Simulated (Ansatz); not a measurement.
## Si: computed DOS

```cif
data_structure
_symmetry_space_group_name_H-M 'Fd-3m:1'
_symmetry_Int_Tables_number 227
_cell_length_a 5.4698
_cell_length_b 5.4698
_cell_length_c 5.4698
_cell_angle_alpha 90.000
_cell_angle_beta 90.000
_cell_angle_gamma 90.000
_cell_volume 163.65
loop_
_atom_site_label
_atom_site_type_symbol
_atom_site_symmetry_multiplicity
_atom_site_Wyckoff_symbol
_atom_site_fract_x
_atom_site_fract_y
_atom_site_fract_z
_atom_site_occupancy
Si1 Si 8 b 0.00000 0.00000 0.50000 1
```

The runs use the primitive cell with vectors (0.000, 2.735, 2.735), (2.735, 0.000, 2.735), (2.735, 2.735, 0.000) Å, to which the k mesh refers.

The structure comes from a relaxation in the same program, started in the diamond type, and has space group Fd-3m. Whether it is a known phase or the ground state wasn't checked.

The calculation used DFT, PBE, all-electron LAPW, scalar-relativistic in Ansatz 0.2.0.

Settings: a Γ-centred 13×13×13 k mesh, Fermi–Dirac smearing of 0.05 eV, basis error target 0.25 meV/atom, no spin polarisation.

States per eV and cell, averaged over 0.6 eV, from -11.9 to 1.7 eV, with energies (bin centres) from the valence-band top; empty bins are left out. The partial columns, the largest 2 alone, are projections on Löwdin-orthogonalised atomic shells (those that the program's projection atoms carry: the occupied ones and, for some elements, an empty d or f shell; other empty shells have no column), summed over atoms of an element. Weights on diffuse s and p shells depend on that basis and aren't pure angular character.

```tsv
E (eV)	total	Si 3p	Si 3s
-11.7	0.10	0.01	0.08
-11.1	0.31	0.07	0.23
-10.5	0.45	0.12	0.32
-9.9	0.63	0.18	0.44
-9.3	0.84	0.25	0.59
-8.7	0.64	0.21	0.42
-8.1	0.37	0.13	0.23
-7.5	0.14	0.06	0.08
-6.9	0.86	0.45	0.40
-6.3	0.81	0.45	0.34
-5.7	0.47	0.27	0.20
-5.1	0.33	0.19	0.13
-4.5	0.26	0.17	0.09
-3.9	1.08	0.98	0.10
-3.3	1.10	0.99	0.10
-2.7	1.48	1.39	0.08
-2.1	1.39	1.32	0.06
-1.5	1.25	1.21	0.03
-0.9	0.63	0.61	0.01
-0.3	0.19	0.19	0.00
0.9	0.22	0.12	0.06
1.5	0.65	0.37	0.17
```

(1) Which of the resolved shells contributes most in the top eV of the valence band?

Results:

(1) Si 3p, with 96 % of all states there; Si 3s follows with 2 %.
